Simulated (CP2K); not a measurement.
# Cs (Im-3m) in CP2K: further runs

One crystal, Cs, is run at these levels: r2SCAN; tasks: single point, equation of state.

All numbers are computed with CP2K 2026.2; they aren't measurements. Logs are shortened: lines on timing, memory, paths and dates and some standing lists are left out, and cuts for length are marked.

### Step 1. The structure

Symmetry: Im-3m, No. 229, cubic system. The conventional cell has a = 6.257 Å, b = 6.257 Å, c = 6.257 Å, α = 90.00°, β = 90.00°, γ = 90.00°.

### Step 2. Single point, r2SCAN, 122.48 Å³/atom

Input file cs_eos.inp:

```
&GLOBAL
  PROJECT cs_eos
  RUN_TYPE ENERGY_FORCE
  PRINT_LEVEL LOW
&END GLOBAL
&FORCE_EVAL
  METHOD QS
  STRESS_TENSOR ANALYTICAL
  &DFT
    BASIS_SET_FILE_NAME BASIS_MOLOPT_UZH
    POTENTIAL_FILE_NAME POTENTIAL_UZH
    &MGRID
      CUTOFF 675
      REL_CUTOFF 60
      NGRIDS 5
    &END MGRID
    &QS
      METHOD GPW
      EPS_DEFAULT 1.0E-9
    &END QS
    &KPOINTS
      SCHEME MONKHORST-PACK 6 6 6
      GAMMA_CENTERED T
      SYMMETRY T
      SYMMETRY_BACKEND SPGLIB
    &END KPOINTS
    &SCF
      SCF_GUESS ATOMIC
      EPS_SCF 1.0E-6
      MAX_SCF 100
      ADDED_MOS 8
      CHOLESKY OFF
      EPS_EIGVAL 1.0E-7
      &DIAGONALIZATION ON
        ALGORITHM STANDARD
      &END DIAGONALIZATION
      &MIXING ON
        METHOD BROYDEN_MIXING
        ALPHA 0.4
        BETA 1.5
        NBUFFER 8
      &END MIXING
      &SMEAR ON
        METHOD FERMI_DIRAC
        ELECTRONIC_TEMPERATURE 1160.45
      &END SMEAR
    &END SCF
    &XC
      &XC_FUNCTIONAL
        &MGGA_X_R2SCAN
        &END MGGA_X_R2SCAN
        &MGGA_C_R2SCAN
        &END MGGA_C_R2SCAN
      &END XC_FUNCTIONAL
    &END XC
    &PRINT
      &KPOINTS ON
      &END KPOINTS
      &MULLIKEN ON
      &END MULLIKEN
      &MO ON
        ENERGIES T
        OCCUPATION_NUMBERS T
        &EACH
          QS_SCF 0
        &END EACH
        ADD_LAST NUMERIC
      &END MO
    &END PRINT
  &END DFT
  &SUBSYS
    &CELL
      A 5.4186604360 0.0000000000 0.0000000000
      B -1.8062201453 5.1087620524 0.0000000000
      C -1.8062201453 -2.5543810262 4.4243177192
      PERIODIC XYZ
    &END CELL
    &COORD
      Cs  0.0000000000 0.0000000000 0.0000000000
    &END COORD
    &KIND Cs
      BASIS_SET TZVP-MOLOPT-SCAN-GTH-q9
      POTENTIAL GTH-SCAN-q9
    &END KIND
    &PRINT
      &ATOMIC_COORDINATES ON
      &END ATOMIC_COORDINATES
      &CELL ON
      &END CELL
      &SYMMETRY ON
      &END SYMMETRY
    &END PRINT
  &END SUBSYS
  &PRINT
    &FORCES ON
    &END FORCES
    &STRESS_TENSOR ON
    &END STRESS_TENSOR
  &END PRINT
&END FORCE_EVAL
```

Potentials or basis: POTENTIAL_UZH Cs GTH-SCAN-q9; TZVP-MOLOPT-SCAN-GTH basis.

Run with:

```console
$ OMP_NUM_THREADS=1 cp2k.psmp -i cs_eos.inp -o cs_eos.out
```

cs_eos.out:

```text

 CP2K| version string:                                       CP2K version 2026.2
 CP2K| Input file name                                                cs_eos.inp

 GLOBAL| Force Environment number                                              1
 GLOBAL| Basis set file name                                    BASIS_MOLOPT_UZH
 GLOBAL| Potential file name                                       POTENTIAL_UZH
 GLOBAL| MM Potential file name                                     MM_POTENTIAL
 GLOBAL| Coordinate file name                                      __STD_INPUT__
 GLOBAL| Method name                                                        CP2K
 GLOBAL| Project name                                                     cs_eos
 GLOBAL| Run type                                                   ENERGY_FORCE
 GLOBAL| FFT library                                                       FFTW3
 GLOBAL| Diagonalization library                                       ScaLAPACK
 GLOBAL| Cholesky decomposition library                                ScaLAPACK
 GLOBAL| DGEMM library                                                      BLAS
 GLOBAL| Direct generalized diagonalization requested                          F
 GLOBAL| Matrix multiplication library                                 ScaLAPACK
 GLOBAL| Global print level                                                  LOW
 GLOBAL| Total number of message passing processes                             1
 GLOBAL| Number of threads for this process                                    1
 GLOBAL| CPU model name                                                  UNKNOWN

 CELL| Volume [angstrom^3]:                                           122.476825
 CELL| Vector a [angstrom]:       5.419     0.000     0.000   |a| =     5.418660
 CELL| Vector b [angstrom]:      -1.806     5.109     0.000   |b| =     5.418660
 CELL| Vector c [angstrom]:      -1.806    -2.554     4.424   |c| =     5.418660
 CELL| Angle (b,c), alpha [degree]:                                   109.471221
 CELL| Angle (a,c), beta  [degree]:                                   109.471221
 CELL| Angle (a,b), gamma [degree]:                                   109.471221
 CELL| Numerically orthorhombic:                                              NO
 CELL| Periodicity                                                           XYZ

 CELL_REF| Volume [angstrom^3]:                                       122.476825
 CELL_REF| Vector a [angstrom     5.419     0.000     0.000   |a| =     5.418660
 CELL_REF| Vector b [angstrom    -1.806     5.109     0.000   |b| =     5.418660
 CELL_REF| Vector c [angstrom    -1.806    -2.554     4.424   |c| =     5.418660
 CELL_REF| Angle (b,c), alpha [degree]:                               109.471221
 CELL_REF| Angle (a,c), beta  [degree]:                               109.471221
 CELL_REF| Angle (a,b), gamma [degree]:                               109.471221
 CELL_REF| Numerically orthorhombic:                                          NO
 CELL_REF| Periodicity                                                       XYZ

[... 8 lines left out ...]
 TOTAL NUMBERS AND MAXIMUM NUMBERS

[... 109 lines left out ...]
  Electronic density on regular grids:         -8.9999999990        0.0000000010
  Core density on regular grids:                8.9999999878       -0.0000000122
  Total charge density on r-space grids:       -0.0000000113
  Total charge density g-space grids:          -0.0000000113

  Overlap energy of the core charge distribution:               0.00000000000000
  Self energy of the core charge distribution:                -42.22444233779138
  Core Hamiltonian energy:                                      8.17153896415516
  Hartree energy:                                              17.07422434861477
  Exchange-correlation energy:                                 -3.14943100851830
  Electronic entropic energy:                                  -0.00157391677652
  Fermi energy:                                                 0.05771737852976

  Total energy:                                               -20.12968394920231
  Total energy (extrapolated to T->0):                        -20.12889699081405

 MO| EIGENVALUES AND OCCUPATION NUMBERS FOR K POINT 1
 MO|
 MO|  Index      Eigenvalue [a.u.]        Eigenvalue [eV]             Occupation
 MO|      1              -0.854880             -23.262475               2.000000
 MO|      2              -0.358139              -9.745456               2.000000
 MO|      3              -0.358139              -9.745456               2.000000
 MO|      4              -0.355772              -9.681054               2.000000
 MO|      5               0.090793               2.470609               0.000247
 MO|      6               0.090793               2.470609               0.000247
 MO|      7               0.096736               2.632333               0.000049
 MO|      8               0.199599               5.431363               0.000000
 MO|      9               0.209080               5.689349               0.000000
 MO|     10               0.209080               5.689349               0.000000
 MO|     11               0.263877               7.180453               0.000000
 MO|     12               0.263877               7.180453               0.000000
 MO|     13               0.307956               8.379909               0.000000
[... 235 lines left out ...]
 MO|      2              -0.355248              -9.666778               2.000000
 MO|      3              -0.355248              -9.666778               2.000000
 MO|      4              -0.355248              -9.666777               2.000000
 MO|      5              -0.006826              -0.185754               2.000000
 MO|      6               0.168278               4.579071               0.000000
 MO|      7               0.168278               4.579071               0.000000
 MO|      8               0.168278               4.579071               0.000000
 MO|      9               0.204705               5.570317               0.000000
 MO|     10               0.204705               5.570317               0.000000
 MO|     11               0.416789              11.341397               0.000000
 MO|     12               0.416789              11.341397               0.000000
 MO|     13               0.416789              11.341398               0.000000
 MO| Sum:                                                              10.000000
 MO| E(Fermi):            0.057717 a.u.          1.570570 eV

 [... the levels of further k-points ...]

 !-----------------------------------------------------------------------------!
                     Mulliken Population Analysis

 #  Atom  Element  Kind  Atomic population                           Net charge
       1     Cs       1          9.000000                              0.000000
 # Total charge                              9.000000                  0.000000

 !-----------------------------------------------------------------------------!

 ENERGY| Total FORCE_EVAL ( QS ) energy [hartree]            -20.129681807776347

 FORCES| Atomic forces [hartree/bohr]
 FORCES|   Atom     x               y               z               |f|
 FORCES|      1 -1.87535257E-14 -1.31184117E-15  2.07477120E-14   2.79979143E-14
 FORCES| Sum    -1.87535257E-14 -1.31184117E-15  2.07477120E-14
 FORCES| Total atomic force                                       2.79979143E-14

 STRESS| Analytical stress tensor [bar]
 STRESS|                        x                   y                   z
 STRESS|      x        1.00076191795E+02   1.68410184409E-03   2.99668009185E-03
 STRESS|      y        1.68410184409E-03   1.00077477191E+02   4.21493185672E-03
 STRESS|      z        2.99668009185E-03   4.21493185672E-03   1.00082266142E+02
 STRESS| 1/3 Trace                                             1.00078645043E+02
 STRESS| Determinant                                           1.00236120329E+06

 STRESS| Eigenvectors and eigenvalues of the analytical stress tensor [bar]
 STRESS|                        1                   2                   3
 STRESS| Eigenvalues   1.00074947652E+02   1.00075055334E+02   1.00085932143E+02
 STRESS|      x           0.794564682841      0.507869921425      0.332768850245
 STRESS|      y           0.325290232101     -0.818826095099      0.472980011084
 STRESS|      z          -0.512692139281      0.267566755965      0.815815421172
```

Wall time 23 s (1 thread of Arm Neoverse V2, shared host); peak memory 0.63 GiB.

Results:

* Free energy: -547.7565 eV
* Pressure: 0.0 GPa
* Band gap on the k mesh: none (metal or under the smearing width)

Caveat: the basis of atomic orbitals isn't converged, which shifts pressures, moduli and gaps.

### Step 3. Single point, r2SCAN, 120.03 Å³/atom (volume scaled by 0.98)

Edit cs_eos.inp of step 2 so:

```diff
@@ -11,2 +11,3 @@
     POTENTIAL_FILE_NAME POTENTIAL_UZH
+    WFN_RESTART_FILE_NAME previous-RESTART.kp
     &MGRID
@@ -27,3 +28,3 @@
     &SCF
-      SCF_GUESS ATOMIC
+      SCF_GUESS RESTART
       EPS_SCF 1.0E-6
@@ -72,5 +73,5 @@
     &CELL
-      A 5.4186604360 0.0000000000 0.0000000000
-      B -1.8062201453 5.1087620524 0.0000000000
-      C -1.8062201453 -2.5543810262 4.4243177192
+      A 5.3822924916 0.0000000000 0.0000000000
+      B -1.7940974972 5.0744740256 0.0000000000
+      C -1.7940974972 -2.5372370128 4.3946234170
       PERIODIC XYZ
```

Potentials or basis: POTENTIAL_UZH Cs GTH-SCAN-q9; TZVP-MOLOPT-SCAN-GTH basis.

Run with:

```console
$ OMP_NUM_THREADS=1 cp2k.psmp -i cs_eos.inp -o cs_eos.out
```

Wall time 16 s (1 thread of Arm Neoverse V2, shared host); peak memory 0.63 GiB.

Results (log left out):

```yaml
Free_energy: -547.7560 eV
Pressure: 0.1 GPa
Band_gap_on_the_k_mesh: none (metal or under the smearing width)
```

Caveat: the basis of atomic orbitals isn't converged, which shifts pressures, moduli and gaps.

### Step 4. Single point, r2SCAN, 124.93 Å³/atom (volume scaled by 1.02)

Edit cs_eos.inp of step 3 so:

```diff
@@ -73,5 +73,5 @@
     &CELL
-      A 5.3822924916 0.0000000000 0.0000000000
-      B -1.7940974972 5.0744740256 0.0000000000
-      C -1.7940974972 -2.5372370128 4.3946234170
+      A 5.4545466503 0.0000000000 0.0000000000
+      B -1.8181822167 5.1425958997 0.0000000000
+      C -1.8181822167 -2.5712979498 4.4536186905
       PERIODIC XYZ
```

Run with:

```console
$ OMP_NUM_THREADS=1 cp2k.psmp -i cs_eos.inp -o cs_eos.out
```

Run time: 16 s. Hardware: 1 thread of Arm Neoverse V2, shared host; peak memory 0.63 GiB.

Results (log left out):

| Item | Value |
| --- | --- |
| Free energy | -547.7564 eV |
| Pressure | 0.0 GPa |
| Band gap on the k mesh | none (metal or under the smearing width) |

Caveat: the basis of atomic orbitals isn't converged, which shifts pressures, moduli and gaps.

### Step 5. Single point, r2SCAN, 117.58 Å³/atom (volume scaled by 0.96)

Edit cs_eos.inp of step 4 so:

```diff
@@ -73,5 +73,5 @@
     &CELL
-      A 5.4545466503 0.0000000000 0.0000000000
-      B -1.8181822167 5.1425958997 0.0000000000
-      C -1.8181822167 -2.5712979498 4.4536186905
+      A 5.3454263176 0.0000000000 0.0000000000
+      B -1.7818087725 5.0397162634 0.0000000000
+      C -1.7818087725 -2.5198581317 4.3645223119
       PERIODIC XYZ
```

Run with:

```console
$ OMP_NUM_THREADS=1 cp2k.psmp -i cs_eos.inp -o cs_eos.out
```

Run time: 17 s. Hardware: 1 thread of Arm Neoverse V2, shared host; peak memory 0.63 GiB.

The run converged. Its results:

```
Free energy            : -547.7549 eV
Pressure               : 0.1 GPa
Band gap on the k mesh : none (metal or under the smearing width)
```

Caveat: the basis of atomic orbitals isn't converged, which shifts pressures, moduli and gaps.

### Step 6. Single point, r2SCAN, 127.38 Å³/atom (volume scaled by 1.04)

Edit cs_eos.inp of step 5 so:

```diff
@@ -73,5 +73,5 @@
     &CELL
-      A 5.3454263176 0.0000000000 0.0000000000
-      B -1.7818087725 5.0397162634 0.0000000000
-      C -1.7818087725 -2.5198581317 4.3645223119
+      A 5.4899667768 0.0000000000 0.0000000000
+      B -1.8299889256 5.1759903153 0.0000000000
+      C -1.8299889256 -2.5879951576 4.4825391027
       PERIODIC XYZ
```

Potentials or basis: POTENTIAL_UZH Cs GTH-SCAN-q9; TZVP-MOLOPT-SCAN-GTH basis.

Run with:

```console
$ OMP_NUM_THREADS=1 cp2k.psmp -i cs_eos.inp -o cs_eos.out
```

Run time: 15 s. Hardware: 1 thread of Arm Neoverse V2, shared host; peak memory 0.63 GiB.

Results (log left out):

| Property | Result |
| --- | --- |
| Free energy | -547.7557 eV |
| Pressure | -0.1 GPa |
| Band gap on the k mesh | none (metal or under the smearing width) |

Caveat: the basis of atomic orbitals isn't converged, which shifts pressures, moduli and gaps.

### Step 7. Single point, r2SCAN, 115.13 Å³/atom (volume scaled by 0.94)

Edit cs_eos.inp of step 6 so:

```diff
@@ -73,5 +73,5 @@
     &CELL
-      A 5.4899667768 0.0000000000 0.0000000000
-      B -1.8299889256 5.1759903153 0.0000000000
-      C -1.8299889256 -2.5879951576 4.4825391027
+      A 5.3080444910 0.0000000000 0.0000000000
+      B -1.7693481636 5.0044723393 0.0000000000
+      C -1.7693481636 -2.5022361696 4.3340001783
       PERIODIC XYZ
```

Run with:

```console
$ OMP_NUM_THREADS=1 cp2k.psmp -i cs_eos.inp -o cs_eos.out
```

Run time: 16 s. Hardware: 1 thread of Arm Neoverse V2, shared host; peak memory 0.62 GiB.

It converged, with:

```
Free energy            : -547.7531 eV
Pressure               : 0.1 GPa
Band gap on the k mesh : none (metal or under the smearing width)
```

Caveat: the basis of atomic orbitals isn't converged, which shifts pressures, moduli and gaps.

### Step 8. Single point, r2SCAN, 129.83 Å³/atom (volume scaled by 1.06)

Edit cs_eos.inp of step 7 so:

```diff
@@ -73,5 +73,5 @@
     &CELL
-      A 5.3080444910 0.0000000000 0.0000000000
-      B -1.7693481636 5.0044723393 0.0000000000
-      C -1.7693481636 -2.5022361696 4.3340001783
+      A 5.5249356609 0.0000000000 0.0000000000
+      B -1.8416452203 5.2089592953 0.0000000000
+      C -1.8416452203 -2.6044796477 4.5110910770
       PERIODIC XYZ
```

Run with:

```console
$ OMP_NUM_THREADS=1 cp2k.psmp -i cs_eos.inp -o cs_eos.out
```

Wall time 15 s (1 thread of Arm Neoverse V2, shared host); peak memory 0.63 GiB.

It converged, with:

| Item | Value |
| --- | --- |
| Free energy | -547.7545 eV |
| Pressure | -0.1 GPa |
| Band gap on the k mesh | none (metal or under the smearing width) |

Caveat: the basis of atomic orbitals isn't converged, which shifts pressures, moduli and gaps.

### Step 9. Equation of state, r2SCAN

Potentials or basis: POTENTIAL_UZH Cs GTH-SCAN-q9; TZVP-MOLOPT-SCAN-GTH basis.

No new run: the results of the series are fitted here.

What came out:

| Property | Result |
| --- | --- |
| Equilibrium volume | 123.12 Å³/atom |
| Bulk modulus | 1.9 GPa |
| Pressure derivative of the bulk modulus | 2.9 (rough: it moves with the points fitted) |

Energy against volume, from the lowest point:
| volume (Å³/atom) | energy (meV/atom) |
| --- | --- |
| 115.128 | 3.39 |
| 117.578 | 1.56 |
| 120.027 | 0.46 |
| 122.477 | 0.00 |
| 124.926 | 0.13 |
| 127.376 | 0.82 |
| 129.825 | 2.03 |

Caveat: the basis of atomic orbitals isn't converged, which shifts pressures, moduli and gaps.
